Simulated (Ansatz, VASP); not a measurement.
# Be: VASP beside Ansatz

```
Be
1.0
    -1.00530    1.00530    1.00530
     1.00530   -1.00530    1.00530
     1.00530    1.00530   -1.00530
Be
1
Direct
  0.00000 0.00000 0.00000
```

Change from the starting cell: volume scaled by 0.52, LAPW.

Alike in both runs: task single point; functional PBE; k mesh 21 × 21 × 21; occupations fermi-dirac, width 0.08 eV; no spin polarisation.

```csv
,VASP,Ansatz
version,VASP 6.6.1,Ansatz 0.2.0
potentials or method,"VASP PAW PBE potentials, release 64 (Be), cutoff 520 eV","all-electron LAPW, scalar-relativistic"
```

|  | VASP | Ansatz | Ansatz less VASP |
| --- | --- | --- | --- |
| pressure (GPa) | 240.3 | 238.2 | -2.07 |

Ansatz ran all-electron here, so the differences hold the error of VASP's frozen core and of both bases.

Caveats: the cell as given lies far from equilibrium; so large a pressure means that the cell lies far from this level's equilibrium, or that cutoff or potentials fall short (VASP).
